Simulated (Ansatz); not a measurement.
# Sn: further runs on the relaxed cell

One table from this session's results is given with a row withheld; the runs are named, their logs left out.

Computed with Ansatz 0.2.0 (DFT PBE, scalar-relativistic, plane waves, PAW, unless a step's input says otherwise).

2 further runs of the same task are left out: 2 set aside as unsound or not needed.

## The starting structure

It takes space group Fd-3m (No. 227, cubic). The conventional cell has a = 6.655 Å, b = 6.655 Å, c = 6.655 Å, α = 90.00°, β = 90.00°, γ = 90.00°. Sn (site symmetry -43m) is surrounded by 4 Sn at 2.88 Å.

Structure file:

```
Sn
1.0
     0.00000    3.32732    3.32732
     3.32732    0.00000    3.32732
     3.32732    3.32732    0.00000
Sn
2
Direct
  0.00000 0.00000 0.00000
  0.25000 0.25000 0.25000
```

It is the result of an earlier relaxation at this level (volume 36.84 Å³/atom; gap on the mesh: none (metal)).

The first run:

The input, input.yaml:

```yaml
crystal:
  lattice:
    - [0.0, 3.3273247531, 3.3273247531]
    - [3.3273247531, 0.0, 3.3273247531]
    - [3.3273247531, 3.3273247531, 0.0]
  atoms:
    - { symbol: Sn, position: [0.0, 0.0, 0.0] }
    - { symbol: Sn, position: [0.25, 0.25, 0.25] }
basis:
  ecutwfc: 420
kpoints:
  mp_grid: { grid: [12, 12, 12] }
  band_path:
    path:
      - [[0.0, 0.0, 0.0], [0.5, 0.0, 0.5], [0.625, 0.25, 0.625]]
      - [[0.375, 0.375, 0.75], [0.0, 0.0, 0.0], [0.5, 0.5, 0.5], [0.5, 0.25, 0.75], [0.5, 0.0, 0.5]]
    npoints: 14
hamiltonian:
  xc: pbe
scf:
  occupations: { method: gaussian, width: 0.1 }
  n_extra_bands: 6
output:
  forces: true
  stress: true
  eigenvalues: true
  populations: true
  dos: { projected: true, de: 0.02, nscf_kmesh: { grid: [18, 18, 18] } }
  bader: true
```

On the command line:

```bash
ansatz run input.yaml --threads 1 --pin off --max-ram 2560MiB --backend cpu --events-out ev --progress --plain --runs-dir out
```

Steps of the session up to this table: Static run: bands, density of states and charges; Volume × 0.97; Volume × 1.03; Point at V/V0 = 0.94; Point at V/V0 = 1.06.

One table of the session follows, with a row left open; its other results are not shown here.

It belongs to the step «Equation of state». 

```
volume (Å³/atom)  energy above the lowest point (meV/atom)  pressure (GPa)
          34.627                                      16.8            2.58
          35.732                                       4.0            1.19
          36.837                                       0.0            0.02
          37.942                                         ?               ?
          39.047                                      13.0           -1.80
```

Estimate the missing values for volume (Å³/atom) = 37.942.

Worked estimate for «energy above the lowest point (meV/atom)». A straight line through the neighbours (36.837, 0.0) and (39.047, 13.0) gives 0.0 + (13.0 − 0.0) × (37.942 − 36.837) / (39.047 − 36.837) = 6.5; a parabola fitted to 3 rows on both sides gives 3.0.

As computed: energy above the lowest point (meV/atom): 3.4; pressure (GPa): -0.97. In «energy above the lowest point (meV/atom)» the line misses by +3.1 and the parabola by -0.4.
